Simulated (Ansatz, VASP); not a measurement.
# As: VASP beside Ansatz

```
CELL_PARAMETERS angstrom
2.83887 0.00000 0.00000
0.00000 2.83887 0.00000
0.00000 0.00000 2.56850
ATOMIC_POSITIONS crystal
As 0.50000 0.50000 0.50000
```

Change from the starting cell: strain +0.050 along x and y, -0.050 along z, atoms carried along.

Alike in both runs: task single point; functional PBE; k mesh 18 × 18 × 18; occupations gaussian, width 0.15 eV; no spin polarisation.

|  | VASP | Ansatz |
| --- | --- | --- |
| version | VASP 6.6.1 | Ansatz 0.2.0 |
| potentials or method | VASP PAW PBE potentials, release 64 (As) | scalar-relativistic, plane waves, PAW |
| plane-wave cutoff (eV) | 520 | 420 |
| valence electrons in the cell | 5 | 15 |

VASP gave:

| Quantity | Value |
| --- | --- |
| gap on the k mesh at the Fermi level (eV) | none |
| pressure (GPa) | 0.3 |
| largest component of the traceless stress (GPa) | 12.18 |

Problem. What did Ansatz give for the same quantities?

Solution. gap on the k mesh at the Fermi level (eV): none; pressure (GPa): 0.1; largest component of the traceless stress (GPa): 12.03.

A gap of «none» marks a metal or a gap that the smearing closes. The two sets of potentials don't hold the same shells in valence.
